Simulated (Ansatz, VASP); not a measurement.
Given: the input of a run of VASP 6.6.1 on Fe.

File INCAR:

```
SYSTEM = Fe
PREC = Accurate
ENCUT = 520
EDIFF = 1E-7
ISMEAR = -1
SIGMA = 0.05
LREAL = .False.
LASPH = .True.
NELM = 100
ALGO = Normal
ISIF = 2
LWAVE = .False.
LCHARG = .False.
ISPIN = 2
MAGMOM = 3
LORBIT = 11
LMAXMIX = 4
GGA = PE
NBANDS = 14
```

Contents of KPOINTS:

```
regular mesh
0
Gamma
  13 13 13
  0 0 0
```

The input POSCAR:

```
Fe
1.0
    0.0000000000      1.9545992686      1.9781194830
    1.5083634409      0.0000000000      1.9781194830
    1.5083634409      1.9545992686      0.0000000000
Fe
1
Direct
    0.0000000000      0.0000000000      0.0000000000
```

Potentials or basis: VASP PAW PBE potentials, release 64 (Fe).

Command:

```bash
$ cat potpaw_PBE.64/Fe/POTCAR > POTCAR
$ mpirun -np 1 vasp_std > vasp.out
```

Problem. Set up the same calculation for Ansatz 0.2.0. Potentials there: Ansatz PAW.

Solution. As run (the cutoff follows the program's own potentials):

Contents of input.yaml:

```yaml
crystal:
  lattice:
    - [0.0, 1.9545992686, 1.978119483]
    - [1.5083634409, 0.0, 1.978119483]
    - [1.5083634409, 1.9545992686, 0.0]
  atoms:
    - { symbol: Fe, position: [0.0, 0.0, 0.0], spin: 3.0 }
hamiltonian:
  xc: pbe
  pseudopotentials: { kind: paw }
magnetization:
  spin_polarized: true
kpoints:
  mp_grid: { grid: [13, 13, 13] }
scf:
  occupations: { method: fermi_dirac, width: 0.05 }
output:
  forces: true
  stress: true
  eigenvalues: true
```

Potentials or basis: Ansatz PAW.

Launch:

```console
$ ansatz run input.yaml --threads 2 --pin off --max-ram 5120MiB --backend cpu --events-out ev --progress --plain --runs-dir out
```

Both were run:

|  | VASP | Ansatz | Ansatz less VASP |
| --- | --- | --- | --- |
| gap on the k mesh at the Fermi level (eV) | none | none | - |
| pressure (GPa) | -4.0 | -4.3 | -0.24 |
| largest component of the traceless stress (GPa) | 4.44 | 4.57 | +0.129 |
| net moment per atom (μB) | 2.25 | 2.22 | -0.030 |
| size of the moment on the site where the two differ most (μB) | 2.25 | 2.27 | +0.019 |

Site moments also hang on the region over which each program counts them. A gap of «none» marks a metal or a gap that the smearing closes. The two sets of potentials don't hold the same shells in valence.
